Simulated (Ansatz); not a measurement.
# Rh: the cost of one run

Method: DFT PBE, scalar-relativistic, plane waves, PAW, in Ansatz 0.2.0.

3 further runs of the same task are left out: 1 that didn't finish, 2 set aside as unsound or not needed.

## 1. The starting structure

The structure is cubic, space group Fm-3m (No. 225). Conventional cell: a = 3.830 Å, b = 3.830 Å, c = 3.830 Å, α = 90.00°, β = 90.00°, γ = 90.00°. Rh (site symmetry m-3m) is surrounded by 12 Rh at 2.71 Å.

As a file:

```xyz
1
Lattice="0.0000 1.9150 1.9150 1.9150 0.0000 1.9150 1.9150 1.9150 0.0000" Properties=species:S:1:pos:R:3 pbc="T T T"
Rh    0.0000    0.0000    0.0000
```

It is the result of an earlier relaxation at this level (volume 14.04 Å³/atom; gap on the mesh: none (metal)).

## 2. Tight relaxation for the response runs, with the smearing for a metal

Response functions are second derivatives at a minimum, so forces and stress are first brought close to zero on the mesh and occupations that the response runs use.

Contents of input.yaml:

```yaml
crystal:
  lattice:
    - [0.0, 1.9149654119, 1.9149654119]
    - [1.9149654119, 0.0, 1.9149654119]
    - [1.9149654119, 1.9149654119, 0.0]
  atoms:
    - { symbol: Rh, position: [0.0, 0.0, 0.0] }
basis:
  ecutwfc: 420
kpoints:
  mp_grid: { grid: [20, 20, 20] }
hamiltonian:
  xc: pbe
scf:
  occupations: { method: fermi_dirac, width: 0.15 }
output:
  forces: true
  stress: true
  eigenvalues: true
relax:
  adjacent_minimum: "off"
  f_tol: 0.001
  max_steps: 60
  cell: { stress_tol: 0.01 }
```

Started as:

```sh
$ ansatz run input.yaml --threads 1 --pin off --max-ram 3072MiB --backend cpu --events-out ev --progress --plain --runs-dir out
```

What time and memory should one allow on 1 thread of Intel Xeon 6975P-C (Granite Rapids), shared host?

About 5.8 s, with a peak of 0.36 GiB.
